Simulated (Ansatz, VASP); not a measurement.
This is a calculation of BaTiO3 for VASP 6.6.1.

The input INCAR:

```
PREC     = Accurate       # precision mode
ENCUT    = 520            # plane-wave cutoff, eV
EDIFF    = 1E-6           # SCF threshold, eV
ISMEAR   = -1             # smearing method
SIGMA    = 0.05           # smearing width, eV
LREAL    = False          # projectors in reciprocal space
LASPH    = True           # aspherical terms in the spheres
NELM     = 100            # most SCF steps
ALGO     = Normal         # electronic algorithm
ISIF     = 2              # what is computed and relaxed
LWAVE    = False          # write WAVECAR
LCHARG   = False          # write CHGCAR
GGA      = CA             # functional
NBANDS   = 28             # bands
```

Contents of KPOINTS:

```
regular mesh
0
Gamma
  7 7 7
```

POSCAR

```
BaTiO3
1.0
    3.9729548958      0.0000000000      0.0000000000
    0.0000000000      3.9729548958      0.0000000000
    0.0000000000      0.0000000000      3.9910327445
Ba Ti O
1 1 3
Direct
    0.0000000000      0.0000000000      0.0000000000
    0.5000000000      0.5000000000      0.4900000000
    0.0000000000      0.5000000000      0.5170000000
    0.5000000000      0.0000000000      0.5170000000
    0.5000000000      0.5000000000      0.0190000000
```

Potentials or basis: VASP PAW LDA potentials, release 64 (Ba_sv, Ti_sv, O).

The run is started by

```console
$ cat potpaw_LDA.64/Ba_sv/POTCAR potpaw_LDA.64/Ti_sv/POTCAR potpaw_LDA.64/O/POTCAR > POTCAR
$ mpirun -np 1 vasp_std > vasp.out
```

Q: Set up the same calculation for Ansatz 0.2.0. Potentials there: all-electron LAPW, scalar-relativistic.

A: As run (the cutoff follows the program's own potentials):

The input input.yaml:

```yaml
crystal:
  lattice:
    - [3.9729548958, 0.0, 0.0]
    - [0.0, 3.9729548958, 0.0]
    - [0.0, 0.0, 3.9910327445]
  atoms:
    - { symbol: Ba, position: [0.0, 0.0, 0.0] }
    - { symbol: Ti, position: [0.5, 0.5, 0.49] }
    - { symbol: O, position: [0.0, 0.5, 0.517] }
    - { symbol: O, position: [0.5, 0.0, 0.517] }
    - { symbol: O, position: [0.5, 0.5, 0.019] }
kpoints:
  mp_grid: { grid: [7, 7, 7] }
scf:
  occupations: { method: fermi_dirac, width: 0.05 }
hamiltonian:
  xc: lda
  pseudopotentials: { kind: all_electron, lapw: { basis_error: 0.002 } }
output:
  forces: true
  stress: true
  eigenvalues: true
```

Potentials or basis: all-electron LAPW, scalar-relativistic.

Run with:

```bash
$ ansatz run input.yaml --threads 4 --pin off --max-ram 12288MiB --backend cpu --events-out ev --progress --plain --runs-dir out
```

Both were run:

|  | VASP | Ansatz | Ansatz less VASP |
| --- | --- | --- | --- |
| gap on the k mesh at the Fermi level (eV) | 1.82 | 1.88 | +0.065 |
| least direct gap on the mesh (eV) | 2.00 | 2.02 | +0.027 |
| pressure (GPa) | -3.1 | -5.2 | -2.15 |
| largest component of the traceless stress (GPa) | 0.72 | 0.65 | -0.064 |
| rms of the force components (eV/Å) | 0.078 | 0.088 | +0.0107 |

Atom by atom the forces differ by 0.023 eV/Å (rms over components). Ansatz ran all-electron here, so the differences hold the error of VASP's frozen core and of both bases.

Caveats: spin-orbit coupling is left out, which moves the levels of the heavy elements; an odd mesh through Γ misses points on the zone boundary, where band edges often lie.
